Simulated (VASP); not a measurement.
# MgI2 (P-3m1) in VASP: notebook, part 3 of 3

VASP 6.6.1. Earlier steps stand in the parts before.

### 5 Single point, PBEsol

The input, INCAR:

```
SYSTEM = MgI2
PREC = Accurate
ENCUT = 300
EDIFF = 1E-6
ISMEAR = 0
SIGMA = 0.05
LREAL = .FALSE.
LASPH = .TRUE.
NELM = 100
ALGO = Normal
ISIF = 2
LWAVE = .FALSE.
LCHARG = .FALSE.
GGA = PS
NBANDS = 15
ADDGRID = .FALSE.
```

The input, KPOINTS:

```
regular mesh
0
G
  6 6 3
  0 0 0
```

The input, POSCAR:

```
MgI2
1.0
    4.1400000000      0.0000000000      0.0000000000
   -2.0700000000      3.5853451717      0.0000000000
    0.0000000000      0.0000000000      6.8800000000
I Mg
2 1
Direct
    0.6666666667      0.3333333333      0.7500000000
    0.3333333333      0.6666666667      0.2500000000
    0.0000000000      0.0000000000      0.0000000000
```

Potentials or basis: VASP PAW PBE potentials, release 64 (I, Mg).

On the command line:

```console
> cat potpaw_PBE.64/I/POTCAR potpaw_PBE.64/Mg/POTCAR > POTCAR
> mpirun -np 1 vasp_std > vasp.out
```

OUTCAR:

```text
SYSTEM = MgI2
   PREC = Accurate
   ENCUT = 300
   EDIFF = 1E-6
   ISMEAR = 0
   LREAL = .FALSE.
   LASPH = .TRUE.
   NELM = 100
   ISIF = 2
   GGA = PS

 Found     17 irreducible k-points:

 Following reciprocal coordinates:
            Coordinates               Weight
  0.000000  0.000000  0.000000      1.000000
  0.166667  0.000000  0.000000      6.000000
  0.333333  0.000000  0.000000      6.000000
  0.500000  0.000000  0.000000      3.000000
  0.166667  0.166667  0.000000      6.000000
  0.333333  0.166667  0.000000     12.000000
   k-points           NKPTS =     17   k-points in BZ     NKDIM =     17   number of bands    NBANDS=     15
   number of dos      NEDOS =    301   number of ions     NIONS =      3
   total plane-waves  NPLWV =  23040
   dimension x,y,z NGX =    24 NGY =   24 NGZ =   40
   dimension x,y,z NGXF=    48 NGYF=   48 NGZF=   80
   ions per type =               2   1
   NGX,Y,Z   is equivalent  to a cutoff of   9.64,  9.64,  9.67 a.u.
   NGXF,Y,Z  is equivalent  to a cutoff of  19.27, 19.27, 19.33 a.u.
 SYSTEM =  MgI2
   PREC   = accura    normal or accurate (medium, high low for compatibility)
   ISTART =      0    job   : 0-new  1-cont  2-samecut
   ICHARG =      2    charge: 1-file 2-atom 10-const
   ISPIN  =      1    spin polarized calculation?
   LNONCOLLINEAR =      F non collinear calculations
   LSORBIT =      F    spin-orbit coupling
   LASPH  =      T    aspherical Exc in radial PAW
   ENCUT  =  300.0 eV  22.05 Ry    4.70 a.u.   5.85  5.85  9.72*2*pi/ulx,y,z
   NELM   =    100;   NELMIN=  2; NELMDL= -5     # of ELM steps
   EDIFF  = 0.1E-05   stopping-criterion for ELM
   LREAL  =      F    real-space projection
   EDIFFG = 0.1E-04   stopping-criterion for IOM
   NSW    =      0    number of steps for IOM
   IBRION =     -1    ionic relax: 0-MD 1-quasi-New 2-CG
   NFREE  =      0    steps in history (QN), initial steepest desc. (CG)
   ISIF   =      2    stress and relaxation
   ISYM   =      2    0-nonsym 1-usesym 2-fastsym
   POTIM  = 0.5000    time-step for ionic-motion
   TEBEG  =    0.0;   TEEND  =   0.0 temperature during run
   PSTRESS=    0.0 pullay stress
   NELECT =      16.0000    total number of electrons
   NUPDOWN=      -1.0000    fix difference up-down
   EMIN   =  10.00;   EMAX   =-10.00  energy-range for DOS
   EFERMI =   0.00;   METHOD = LEGACY
   ISMEAR =     0;   SIGMA  =   0.05  broadening in eV -4-tet -1-fermi 0-gaus
   EFERMI_NEDOS =   21; number of points for ismear=-14 and -15
   IALGO  =     38    algorithm
   IMIX   =      4    mixing-type and parameters
     AMIX     =   0.40;   BMIX     =  1.00
     AMIX_MAG =   1.60;   BMIX_MAG =  1.00
  volume/ion in A,a.u.               =      34.04       229.72
  Fermi-wavevector in a.u.,A,eV,Ry     =   0.882555  1.667786 10.597613  0.778903
  Thomas-Fermi vector in A             =   2.003202
   LORBIT       =      0    0 simple, 1 ext, 2 COOP (PROOUT), +10 PAW based schemes
   GGA     = PS    functional components
   LHFCALC =     F    Hartree Fock is set to
   AEXX    =    0.0000 exact exchange contribution
   IVDW    =     0    specifies the selected vdW correction
   LEPSILON=     F    determine dielectric tensor
   LRPA    =     F    only Hartree local field effects (RPA)
 non-spin polarized calculation
 Gauss-broadening in eV      SIGMA  =   0.05
  energy-cutoff  :      300.00
  volume of cell :      102.12
 maximum number of plane-waves:      1224
 NGX is ok and might be reduce to    24
   NGX = 11   NGY = 11   NGZ = 19

 number of electron      16.0000010 magnetization

 Free energy of the ion-electron system (eV)
  ---------------------------------------------------
  ext. energy  EPLUGINS =         0.00000000
  ---------------------------------------------------
  free energy    TOTEN  =        -8.40193955 eV

  energy without entropy =       -8.40193955  energy(sigma->0) =       -8.40193955

 E-fermi :   2.5038     XC(G=0):  -8.4214

 val. band max:        2.2618372279   @ k =   0.0000   0.0000   0.0000
 cond. band min:       5.6580723920   @ k =   0.5000   0.0000   0.3333
 fundamental gap:      3.3962351641
 Fermi energy:         2.5037897980

 k-point     1 :       0.0000    0.0000    0.0000
  band No.  band energies     occupation
      1      -9.8093      2.00000
      2      -9.1279      2.00000
      3      -1.3679      2.00000
      4       1.8922      2.00000
      5       1.8922      2.00000
      6       2.2409      2.00000
      7       2.2618      2.00000
      8       2.2618      2.00000
      9       5.7716      0.00000
     10       6.9856      0.00000
     11       9.0051      0.00000
     12       9.0052      0.00000
     13       9.5987      0.00000
     14      10.4408      0.00000
     15      10.4408      0.00000

 k-point     2 :       0.1667    0.0000    0.0000
  band No.  band energies     occupation
      1      -9.6674      2.00000
      2      -9.0524      2.00000
      3      -1.1580      2.00000
      4       0.8772      2.00000
      5       1.3551      2.00000
      6       1.5819      2.00000
      7       2.1402      2.00000
      8       2.1951      2.00000
      9       6.6799      0.00000
     10       7.6153      0.00000
     11       8.3926      0.00000
     12       9.3160      0.00000
     13       9.3604      0.00000
     14      10.1521      0.00000
     15      10.8264      0.00000

 k-point     3 :       0.3333    0.0000    0.0000
  band No.  band energies     occupation
      1      -9.3295      2.00000
      2      -8.9170      2.00000
      3      -0.8867      2.00000
      4      -0.3260      2.00000
      5       0.2361      2.00000
      6       1.1382      2.00000
      7       1.7471      2.00000
      8       1.9691      2.00000
      9       6.2868      0.00000
     10       7.5573      0.00000
     11       7.9646      0.00000
     12       9.2292      0.00000
     13       9.6051      0.00000
     14      10.9139      0.00000
     15      11.3583      0.00000

 k-point     4 :       0.5000    0.0000    0.0000
  band No.  band energies     occupation
      1      -9.0951      2.00000
      2      -8.8918      2.00000
      3      -1.2980      2.00000
      4      -0.5264      2.00000
      5       0.3050      2.00000
      6       0.9565      2.00000
      7       1.2858      2.00000
      8       1.8497      2.00000
      9       5.8620      0.00000
     10       7.4310      0.00000
     11       7.5424      0.00000
     12       9.0657      0.00000
     13       9.9612      0.00000
     14      11.4749      0.00000
     15      12.0258      0.00000

 k-point     5 :       0.1667    0.1667    0.0000
  band No.  band energies     occupation
      1      -9.4252      2.00000
      2      -8.9455      2.00000
      3      -0.8455      2.00000
      4       0.1707      2.00000
      5       0.1815      2.00000
      6       1.3068      2.00000
      7       1.6258      2.00000
      8       1.9308      2.00000
      9       6.8954      0.00000
     10       8.1625      0.00000
     11       8.8101      0.00000
     12       9.0068      0.00000
     13       9.0493      0.00000
     14       9.2767      0.00000
     15      11.5700      0.00000

 k-point     6 :       0.3333    0.1667    0.0000
  band No.  band energies     occupation
      1      -9.1110      2.00000
      2      -8.8782      2.00000
      3      -1.0659      2.00000
      4      -0.3321      2.00000
      5       0.2351      2.00000
      6       0.5914      2.00000
      7       1.2235      2.00000
      8       1.4344      2.00000
      9       6.2207      0.00000
     10       8.2055      0.00000
     11       8.4668      0.00000
     12       9.0814      0.00000
     13       9.9115      0.00000
     14      10.7356      0.00000
     15      11.4071      0.00000

 [... further k-points ...]

------------------------ aborting loop because EDIFF is reached ----------------------------------------

  FORCE on cell =-STRESS in cart. coord.  units (eV):
  Direction    XX          YY          ZZ          XY          YZ          ZX
  --------------------------------------------------------------------------------------
  -------------------------------------------------------------------------------------
  Total       -0.4389327     -0.4389327     -0.7266712      0.0000000      0.0000000      0.0000000
  in kB       -6.8863448     -6.8863448    -11.4006283      0.0000000      0.0000000      0.0000000
  external PRESSURE =      -8.3911060 kB  Pullay stress =       0.0000000 kB

 VOLUME and BASIS-vectors are now :
 -----------------------------------------------------------------------------
  energy-cutoff  :      300.00
  volume of cell :      102.12
      direct lattice vectors                 reciprocal lattice vectors
     4.140000000  0.000000000  0.000000000     0.241545894  0.139456587  0.000000000
    -2.070000000  3.585345172  0.000000000     0.000000000  0.278913174  0.000000000
     0.000000000  0.000000000  6.880000000     0.000000000  0.000000000  0.145348837

 POSITION                                       TOTAL-FORCE (eV/Angst)
 -----------------------------------------------------------------------------------
      2.07000      1.19512      5.16000        -0.000000      0.000000      0.299159
     -0.00000      2.39023      1.72000        -0.000000      0.000000     -0.299159
      0.00000      0.00000      0.00000         0.000000      0.000000     -0.000000
 -----------------------------------------------------------------------------------
    total drift:                               -0.000000      0.000000     -0.000000

  FREE ENERGIE OF THE ION-ELECTRON SYSTEM (eV)
  ---------------------------------------------------
  free  energy   TOTEN  =        -8.4019395548 eV

  energy  without entropy=       -8.4019395548  energy(sigma->0) =       -8.40193955
```

stdout:

```text
POSCAR found type information on POSCAR I Mg
 POSCAR found :  2 types and       3 ions
 scaLAPACK will be used
 -----------------------------------------------------------------------------
|                                                                             |
|                                                                             |
|     You enforced a specific xc type in the INCAR file but a different       |
|     I HOPE YOU KNOW WHAT YOU ARE DOING!                                     |
|                                                                             |
 -----------------------------------------------------------------------------

 LDA part: xc-table for (Slater+PW92), standard interpolation
 POSCAR, INCAR and KPOINTS ok, starting setup
 FFT: planning ... GRIDC
 FFT: planning ... GRID_SOFT
 FFT: planning ... GRID
 WAVECAR not read
 entering main loop
```

Wall time 6.7 s (1 thread of Intel Xeon Platinum 8488C (Sapphire Rapids), shared host); peak memory 0.15 GiB.

The run converged, but some of its settings lie outside the range that counts as converged, so its numbers aren't taken as properties of the crystal.

What came out:

```
Free energy            : -8.4019 eV
Pressure               : -0.8 GPa
Largest force          : 0.299 eV/Å
Band gap on the k mesh : 3.40 eV, indirect (least direct gap 3.51 eV)
```

Caveat: the PAW data sets were made with another functional, which shifts forces and pressure a little; spin-orbit coupling is left out, which moves the levels of the heavy elements; an odd mesh through Γ misses points on the zone boundary, where band edges often lie; the cell's inner coordinates are idealised or old, which leaves forces on the atoms; this functional lacks dispersion, which binds the layers, so the pressure and a relaxed spacing across them are unreliable.

### 6 Single point, PBEsol

Changes to INCAR since step 5:

```diff
@@ -2,3 +2,3 @@
 PREC = Accurate
-ENCUT = 300
+ENCUT = 250
 EDIFF = 1E-6
```

The input, KPOINTS:

```
regular mesh
0
G
  7 7 4
  0 0 0
```

POSCAR is that of step 5.

Potentials or basis: VASP PAW PBE potentials, release 64 (I, Mg).

On the command line:

```console
> cat potpaw_PBE.64/I/POTCAR potpaw_PBE.64/Mg/POTCAR > POTCAR
> mpirun -np 1 vasp_std > vasp.out
```

Wall time 8.1 s (1 thread of Intel Xeon Platinum 8488C (Sapphire Rapids), shared host); peak memory 0.15 GiB.

The run converged, but some of its settings lie outside the range that counts as converged, so its numbers aren't taken as properties of the crystal.

What came out:

| Quantity | Value |
| --- | --- |
| Free energy | -8.4022 eV |
| Pressure | -0.8 GPa |
| Largest force | 0.296 eV/Å |
| Band gap on the k mesh | 3.43 eV, indirect (least direct gap 3.51 eV) |

Caveat: the PAW data sets were made with another functional, which shifts forces and pressure a little; spin-orbit coupling is left out, which moves the levels of the heavy elements; an odd mesh through Γ misses points on the zone boundary, where band edges often lie; the cell's inner coordinates are idealised or old, which leaves forces on the atoms; this functional lacks dispersion, which binds the layers, so the pressure and a relaxed spacing across them are unreliable.

### 7 The reference run

An earlier run on the cell as given: functional PBEsol; potentials or basis VASP PAW PBE potentials, release 64 (I, Mg); cutoff 520 eV; k mesh 8 × 8 × 4; occupations fermi-dirac, width 0.05 eV; no spin polarisation.

* Pressure: -0.8 GPa
* Largest force: 0.300 eV/Å
* Band gap on the k mesh: 3.42 eV, indirect (least direct gap 3.51 eV)
